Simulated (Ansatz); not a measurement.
# CrCuO2 (R-3m): equation of state

One table from this session's results is given with a row withheld; the runs are named, their logs left out.

Program: Ansatz 0.2.0. Level of theory: DFT PBE+U (U_eff = 3.7 eV on Cr 3d, 4 eV on Cu 3d), scalar-relativistic, plane waves, PAW. These are calculated values, not measurements.

### The structure to begin with

It takes space group R-3m (No. 166, trigonal). The conventional cell has a = 3.037 Å, b = 3.037 Å, c = 17.246 Å, α = 90.00°, β = 90.00°, γ = 120.00°. Around Cr (site symmetry -3m) lie 6 O at 2.02 Å. Cu (site symmetry -3m) has 2 O at 1.88 Å as nearest neighbours. Around O (site symmetry 3m) lie 1 Cu at 1.88 Å and 3 Cr at 2.02 Å.

Coordinates:

```xyz
8
Lattice="1.5187 -0.8768 11.4970 0.0000 1.7536 11.4970 -1.5187 -0.8768 11.4970" Properties=species:S:1:pos:R:3 pbc="T T T"
Cr    0.0000    0.0000    8.6228
Cu    0.0000    0.0000    0.0000
O     0.0000    0.0000    1.8767
O     0.0000    0.0000   15.3689
Cr    0.0000    0.0000   25.8684
Cu    0.0000    0.0000   17.2456
O     0.0000    0.0000   19.1223
O     0.0000    0.0000   32.6145
```

An earlier run at PBE+U (U_eff = 3.7 eV on Cr 3d, 4 eV on Cu 3d) left this cell at 11.482 Å³/atom and -0.02 GPa (8×8×8 mesh). The large moments point both ways and cancel.

Volume factors to run: 0.980, 1.020, 0.960, 1.040.

Set-up of the first run:

input.yaml

```yaml
crystal:
  lattice:
    - [1.5084620646, -0.870910979, 11.4198848404]
    - [0.0, 1.7418219581, 11.4198848404]
    - [-1.5084620646, -0.870910979, 11.4198848404]
  atoms:
    - { symbol: Cr, position: [0.2499999997, 0.2499999997, 0.2499999997], spin: 2.78 }
    - { symbol: Cu, position: [-1.0e-10, -1.0e-10, -1.0e-10], spin: 0.05 }
    - { symbol: O, position: [0.0544107816, 0.0544107816, 0.0544107816] }
    - { symbol: O, position: [0.4455892187, 0.4455892187, 0.4455892187] }
    - { symbol: Cr, position: [0.7500000006, 0.7500000006, 0.7500000006], spin: -2.78 }
    - { symbol: Cu, position: [0.4999999999, 0.4999999999, 0.4999999999], spin: -0.05 }
    - { symbol: O, position: [0.5544107813, 0.5544107813, 0.5544107813] }
    - { symbol: O, position: [0.9455892183, 0.9455892183, 0.9455892183] }
basis:
  ecutwfc: 420
  ecutrho_ratio: 4
kpoints:
  mp_grid: { grid: [8, 8, 8] }
hamiltonian:
  xc: pbe
  hubbard:
    sites:
      - { species: Cr, l: d, u_eff: 3.7, starting_ns: start.occupation_matrices }
      - { species: Cu, l: d, u_eff: 4.0, starting_ns: start.occupation_matrices }
    ns_hold: { iters: 6 }
scf:
  occupations: { method: gaussian, width: 0.05 }
  lower_state_search: "off"
output:
  forces: true
  stress: true
  eigenvalues: true
  populations: true
magnetization:
  spin_polarized: true
relax:
  f_tol: 0.01
  max_steps: 40
  cell: { stress_tol: 0.1, fix: [volume] }
```

start.occupation_matrices holds the open shells' occupation matrices from the neighbouring geometry.

Started as:

```console
ansatz run input.yaml --threads 4 --pin off --max-ram 10240MiB --backend cpu --events-out ev --progress --plain --runs-dir out
```

Steps of the session up to this table: At 0.980 of the relaxed volume; At 1.020 of the relaxed volume; Volume × 0.960; At 1.040 of the relaxed volume.

One of the session's tables, all rows but one given; the rest of the session is left out.

It belongs to the step «The fit». 

```
volume (Å³/atom)  energy (meV/atom)  pressure (GPa)  gap (eV)  moment of atom 1 (μB)
          11.022               8.74            6.32      2.45                   2.49
          11.252                  ?               ?         ?                      ?
          11.482               0.00           -0.02      2.39                   2.53
          11.711               2.02           -2.74      2.34                   2.55
          11.941               7.73           -5.21      2.30                   2.56
```

Q: Estimate the row for volume (Å³/atom) = 11.252 from the others.

Worked estimate for «energy (meV/atom)». A straight line through the neighbours (11.022, 8.74) and (11.482, 0.00) gives 8.74 + (0.00 − 8.74) × (11.252 − 11.022) / (11.482 − 11.022) = 4.37; a parabola fitted to 3 rows on both sides gives 2.23.

The run gave: energy (meV/atom): 2.10; pressure (GPa): 3.00; gap (eV): 2.42; moment of atom 1 (μB): 2.51. In «energy (meV/atom)» the line misses by +2.27 and the parabola by +0.13.

To keep in mind: Warnings in the runs' records: anti translation declined, stability check not made.
